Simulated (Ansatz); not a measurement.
CO on a (110) slab of W (Im-3m (No. 229)), 3 planes, outer planes W (top) and W (bottom), 1 a cell of 28.2 Å², relaxed and still whole (its atoms last):

```yaml
crystal:
  lattice:
    - [5.47220, 0.00000, 0.00000]
    - [-1.82407, 5.15924, 0.00000]
    - [0.00000, 0.00000, 23.61803]
  atoms:
    - { symbol: W, position: [0.25000, 0.25000, 0.33872] }
    - { symbol: W, position: [0.25000, 0.75000, 0.33872] }
    - { symbol: W, position: [0.75000, 0.25000, 0.33872] }
    - { symbol: W, position: [0.75000, 0.75000, 0.33872] }
    - { symbol: W, position: [0.49695, 0.49998, 0.43075] }
    - { symbol: W, position: [0.50305, 0.00002, 0.43075] }
    - { symbol: W, position: [0.99855, 0.50012, 0.43089] }
    - { symbol: W, position: [0.00145, 0.99988, 0.43089] }
    - { symbol: W, position: [0.74630, 0.74565, 0.52518] }
    - { symbol: W, position: [0.74954, 0.24563, 0.52279] }
    - { symbol: W, position: [0.25370, 0.75435, 0.52518] }
    - { symbol: W, position: [0.25046, 0.25437, 0.52279] }
    - { symbol: C, position: [0.00000, 0.75000, 0.59682] }
    - { symbol: O, position: [0.00000, 0.75000, 0.64688] }
```

All numbers below come from Ansatz 0.2.0, DFT PBE+D3(BJ), scalar-relativistic, plane waves, PAW. Settings: cutoff 420 eV, Γ-centred mesh 4×4×1 on the computed 14-atom cell, Gaussian smearing of 0.10 eV; no spin polarisation. The cell repeats along c with a dipole correction in the vacuum.

It binds with 1.90 eV a molecule against the clean slab and the free molecule (no zero-point or thermal terms); its shortest contact is C–W 2.18 Å. Take first-order desorption with no barrier to adsorption, no reaction on the face and an assumed prefactor of 10^13 s⁻¹.

Task: How long does a molecule stay at 400 K?

Result: τ = ν⁻¹·exp(E/k_BT) with k_BT = 0.0345 eV: E/k_BT = 55.1, so τ ≈ 9×10^10 s. It doesn't desorb at this temperature.

Task: Where does its peak lie in a desorption experiment heated at 1 K/s?

Result: The peak obeys E/(k_B·T_p²) = (ν/β)·exp(−E/k_BT_p). Solving gives T_p ≈ 669 K (E/k_BT_p = 32.9). An error of 0.1 eV in E moves it by about 35 K, and larger molecules have larger prefactors, which lowers it.

Task: Is this physisorption or chemisorption?

Result: The tightest contact, C–W 2.18 Å, is 0.92 times the sum of covalent radii, and deformation and lateral interaction add up to +0.16 eV. This is chemisorption.

The molecule may also break up before it leaves, which wasn't tried.